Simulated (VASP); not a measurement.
A run of VASP 6.6.1:

INCAR

```
SYSTEM = PtSe
PREC = Accurate ; ENCUT = 520
EDIFF = 1E-6 ; ISMEAR = 0
SIGMA = 0.05 ; LREAL = .False.
LASPH = .True. ; NELM = 100
ALGO = Fast ; ISIF = 2
LWAVE = .False. ; LCHARG = .False.
ISPIN = 2 ; MAGMOM = 0.12 0
LORBIT = 11 ; LMAXMIX = 4
LDAU = .True. ; LDAUTYPE = 2
LDAUL = 2 -1 ; LDAUU = 2 0
LDAUJ = 0 0 ; LDAUPRINT = 1
GGA = PE
```

KPOINTS

```
regular mesh
0
Gamma
  5 5 5
  0 0 0
```

Contents of POSCAR:

```
PtSe
1.0
    0.0000000000      3.0374472300      3.0374472300
    3.0374472300      0.0000000000      3.0374472300
    3.0374472300      3.0374472300      0.0000000000
Pt Se
1 1
Direct
    0.0000000000      0.0000000000      0.0000000000
    0.2500000000      0.2500000000      0.2500000000
```

Potentials or basis: VASP PAW PBE potentials, release 64 (Pt, Se).

Run with:

```console
$ cat potpaw_PBE.64/Pt/POTCAR potpaw_PBE.64/Se/POTCAR > POTCAR
$ mpirun -np 1 vasp_std > vasp.out
```

Hardware: 1 thread of Intel(R) Xeon(R) 6975P-C (Granite Rapids) (shared host).

Problem. How long does it take, and how much memory?

Solution. Run time: 13 s on 1 thread of Intel(R) Xeon(R) 6975P-C (Granite Rapids), with other jobs on the host, peak memory 0.19 GiB. Counts: scf iterations 15, k points 10.
